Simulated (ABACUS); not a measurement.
# GaAs (F-43m) in ABACUS: single point with AM05

Aim: the single point of GaAs with AM05.

All numbers are computed with ABACUS 3.10.1; they aren't measurements. Logs are shortened: lines on timing, memory, paths and dates and some standing lists are left out, and cuts for length are marked.

**Measured values to compare with.**

From “Evidence of valence band perturbations in GaAsN/GaAs(001): A combined variable-angle spectroscopic ellipsometry and modulated photoreflectance investigation”, 2008, arxiv:0805.2212, for a bulk crystal of GaAs at 300 K: band gap 1.412 ± 0.01 eV (direct).

The results are compared with them further down.

## 1. The crystal as given

The structure is cubic, space group F-43m (No. 216). The conventional cell has a = 5.654 Å, b = 5.654 Å, c = 5.654 Å, α = 90.00°, β = 90.00°, γ = 90.00°. As (site symmetry -43m) has 4 Ga at 2.45 Å as nearest neighbours. Ga (site symmetry -43m) is surrounded by 4 As at 2.45 Å.

## 2. Single point, AM05

INPUT reads:

```
INPUT_PARAMETERS
suffix              GaAs
calculation         scf
basis_type          pw
pseudo_dir          ./
symmetry            1
dft_functional      GGA_X_AM05+GGA_C_AM05
ecutwfc             114
pseudo_rcut         10
nspin               1
nbands              33
ks_solver           dav
smearing_method     fd
smearing_sigma      0.00367493
scf_thr             1e-08
scf_nmax            100
mixing_type         broyden
mixing_beta         0.7
cal_force           1
cal_stress          1
out_chg             1
kpar                4
```

STRU reads:

```
ATOMIC_SPECIES
As 74.9216 As.upf
Ga 69.7230 Ga.upf

LATTICE_CONSTANT
7.5546896700

LATTICE_VECTORS
0.0000000000 0.7071067812 0.7071067812
0.7071067812 0.0000000000 0.7071067812
0.7071067812 0.7071067812 0.0000000000

ATOMIC_POSITIONS
Cartesian

As
0.0
1
1.0606601718 1.0606601718 1.0606601718 1 1 1

Ga
0.0
1
0.0000000000 0.0000000000 0.0000000000 1 1 1
```

KPT reads:

```
K_POINTS
0
Gamma
6 6 6 0 0 0
```

Potentials or basis: PseudoDojo NC SR 0.4 PBEsol stringent, plane waves.

On the command line:

```console
$ OMP_NUM_THREADS=1 mpirun -np 4 abacus > log
```

running log:

```text
ABACUS v3.10.1

               Atomic-orbital Based Ab-initio Computation at UStc

 ------------------------------------------------------------------------------------

 READING GENERAL INFORMATION
                           global_out_dir = OUT.GaAs/
                           global_in_card = INPUT
                               pseudo_dir = ./
                              orbital_dir =
                                    DSIZE = 4
                                    GSIZE = 1

 READING UNITCELL INFORMATION
                                    ntype = 2
                  lattice constant (Bohr) = 7.55469
              lattice constant (Angstrom) = 3.99777

 READING ATOM TYPE 1
                               atom label = As
                      L=0, number of zeta = 1
                      L=1, number of zeta = 1
                      L=2, number of zeta = 1
             number of atom for this type = 1

 READING ATOM TYPE 2
                               atom label = Ga
                      L=0, number of zeta = 1
                      L=1, number of zeta = 1
                      L=2, number of zeta = 1
             number of atom for this type = 1

                        TOTAL ATOM NUMBER = 2
CARTESIAN COORDINATES ( UNIT =       7.554689670000 Bohr ).
    atom                   x                   y                   z     mag                  vx                  vy                  vz
tauc_As1            1.0606601718        1.0606601718        1.0606601718  0.0000        0.0000000000        0.0000000000        0.0000000000
tauc_Ga1            0.0000000000        0.0000000000        0.0000000000  0.0000        0.0000000000        0.0000000000        0.0000000000

                          Volume (Bohr^3) = 304.884
                             Volume (A^3) = 45.1791

 Lattice vectors: (Cartesian coordinate: in unit of a_0)
                   +0           +0.707107           +0.707107
            +0.707107                  +0           +0.707107
            +0.707107           +0.707107                  +0
 Reciprocal vectors: (Cartesian coordinate: in unit of 2 pi/a_0)
            -0.707107           +0.707107           +0.707107
            +0.707107           -0.707107           +0.707107
            +0.707107           +0.707107           -0.707107
 The esolver type has been set to : ksdft_pw

                PAO radial cut off (Bohr) = 10

 Read in pseudopotential file is As.upf
                     pseudopotential type = NC
          exchange-correlation functional = PBESOL
                 nonlocal core correction = 1
                        valence electrons = 23
                                     lmax = 2
                           number of zeta = 5
                     number of projectors = 6
                           L of projector = 0
                           L of projector = 0
                           L of projector = 1
                           L of projector = 1
                           L of projector = 2
[... 183 lines left out ...]
 projector 3 L=1
 projector 4 L=1
 projector 5 L=2
 projector 6 L=2
      TOTAL NUMBER OF NONLOCAL PROJECTORS = 36

 Init Non-Local PseudoPotential table :
 Init Non-Local-Pseudopotential done.

                                     npwx = 6273

 Make real space PAO into reciprocal space.
       max mesh points in Pseudopotential = 1001
     dq(describe PAO in reciprocal space) = 0.01
                                    max q = 1286

 number of pseudo atomic orbitals for As is 5
WARNING: norm of atomic wavefunction # 5 of atomic type As is 0.999963, renormalized

 number of pseudo atomic orbitals for Ga is 5
WARNING: norm of atomic wavefunction # 4 of atomic type Ga is 0.999997, renormalized
WARNING: norm of atomic wavefunction # 5 of atomic type Ga is 0.998782, renormalized

 -------------------------------------------
 SELF-CONSISTENT
 -------------------------------------------
                                 init_chg = atomic

 PW ALGORITHM --------------- ION=   1  ELEC=   1--------------------------------

 Notice: Threshold on eigenvalues was too large.
 hsover_error=0.44 > DRHO=0.0517332
 Origin diag ethr = 0.01
 New diag ethr = 0.000117575

 Density error is 0.0516068758145
                          Error Threshold = 0.000117575487345
----------------------------------------------------------
     Energy           Rydberg                 eV
----------------------------------------------------------
 E_KohnSham     -1105.6491232481     -15043.1280648788
 E_Harris       -1106.1553120282     -15050.0151165513
 E_Fermi        0.7102254590         9.6631131071
----------------------------------------------------------
[... 63 lines left out ...]
 Density error is 2.98557874764e-09
                          Error Threshold = 3.48309193065e-10
----------------------------------------------------------
     Energy           Rydberg                 eV
----------------------------------------------------------
 E_KohnSham     -1105.6586339032     -15043.2574639790
 E_KS(sigma->0) -1105.6586308799     -15043.2574228448
 E_Harris       -1105.6576307986     -15043.2438160416
 E_band         -154.2832205661      -2099.1309054903
 E_one_elec     -990.1716884502      -13471.9769612038
 E_Hartree      478.2735249972       6507.2451425073
 E_xc           -104.9909547490      -1428.4752230463
 E_Ewald        -488.7695096546      -6650.0503399679
 E_entropy(-TS) -0.0000060466        -0.0000822684
 E_descf        0.0000000000         0.0000000000
 E_exx          0.0000000000         0.0000000000
 E_Fermi        0.7359745398         10.0134473244
----------------------------------------------------------

 charge density convergence is achieved
 final etot is -15043.257464 eV
 EFERMI = 10.013447324 eV

 STATE ENERGY(eV) AND OCCUPATIONS    NSPIN == 1
 1/4 kpoint (Cartesian) = 0.0000 0.0000 0.0000 (6231 pws)
       1       -174.571     0.00925926
       2       -133.545     0.00925926
       3       -118.116     0.00925926
       4       -118.116     0.00925926
       5       -118.116     0.00925926
       6       -84.4342     0.00925926
[... 130 lines left out ...]
      32        22.9280        0.00000
      33        29.2074        0.00000

------------------------------------------------------------------------------------------
 TOTAL-FORCE (eV/Angstrom)
------------------------------------------------------------------------------------------
                       As1         0.0000000000         0.0000000000         0.0000000000
                       Ga1         0.0000000000         0.0000000000         0.0000000000
------------------------------------------------------------------------------------------

----------------------------------------------------------------
 TOTAL-STRESS (KBAR)
----------------------------------------------------------------
         3.2308658435        -0.0000000000         0.0000000000
         0.0000000000         3.2308658435        -0.0000000000
         0.0000000000        -0.0000000000         3.2308658435
----------------------------------------------------------------
 TOTAL-PRESSURE: 3.230866 KBAR

 --------------------------------------------
 !FINAL_ETOT_IS -15043.2574639790200308 eV
 --------------------------------------------
```

It took 16 s on 4 MPI ranks of Intel Xeon Platinum 8488C (Sapphire Rapids), shared host; peak memory 0.6 GiB.

What came out:

| Property | Result |
| --- | --- |
| Free energy | -15043.2575 eV |
| Pressure | 0.3 GPa |
| Band gap on the k mesh | 0.47 eV, direct |

Caveat: the potentials were made for another functional, which shifts forces and pressure.

## 3. Comparison with measurements

Step 2. A measured gap of GaAs is 1.412 eV (direct; 300 K; “Evidence of valence band perturbations in GaAsN/GaAs(001): A combined variable-angle spectroscopic ellipsometry and modulated photoreflectance investigation”, 2008, arxiv:0805.2212); the calculated 0.47 eV misses it by -0.94 eV. 3 values of this kind are on record (1.412 to 1.51 eV); this one was drawn at random among those near their median, those with a stated uncertainty first. Spin-orbit coupling on As, Ga is left out. The value is that of AM05, without temperature or zero-point motion. Semilocal functionals fall short of measured gaps as a rule.
